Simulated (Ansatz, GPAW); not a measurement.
# One calculation of FeGe, 3 ways

```
CELL_PARAMETERS angstrom
4.99760 0.00000 0.00000
-2.49880 4.32805 0.00000
0.00000 0.00000 4.11576
ATOMIC_POSITIONS crystal
Ge 0.66667 0.33333 0.50000
Ge 0.33333 0.66667 0.50000
Ge 0.00000 0.00000 0.00000
Fe 0.00000 0.50000 0.00000
Fe 0.50000 0.50000 0.00000
Fe 0.50000 0.00000 0.00000
```

The cell is a database's computed one, not the measured one.

Alike in all runs: task single point; functional PBEsol; k mesh 6 × 6 × 7; occupations fermi-dirac, width 0.05 eV; collinear spin, ferromagnetic start; no spin-orbit coupling. Pressure is positive in compression and, in plane waves, holds the error of the finite cutoff, which Ansatz's Pulay term estimates and takes out.

```
                           program and potentials  plane-wave cutoff (eV)                                                                                                                            notes  pressure (GPa)  net moment per atom (μB)
                               Ansatz, Ansatz PAW                     420  potentials made for PBE, which Ansatz adapts in part; 15 valence electrons an atom on average; Pulay term of +0.06 GPa included          -10.18                      0.71
   Ansatz, all-electron LAPW, scalar-relativistic                       -                                                                                                                                -          -10.15                      0.71
GPAW, PAW data sets generated for this functional                     600                                                                                           6 valence electrons an atom on average           -9.25                      0.71
```

The pressure spans -10.18 (Ansatz, Ansatz PAW) to -9.25 GPa (GPAW, PAW data sets generated for this functional), with all-electron results at -10.15. All agree on the net moment per atom. The cell lies far from this level's equilibrium. The state is the one that the start led to, which needn't be the lowest.

Differences between rows come from potentials, basis sets and numerical settings, since the functional is the same but for its coding. Runs on potential files found faulty are left out.
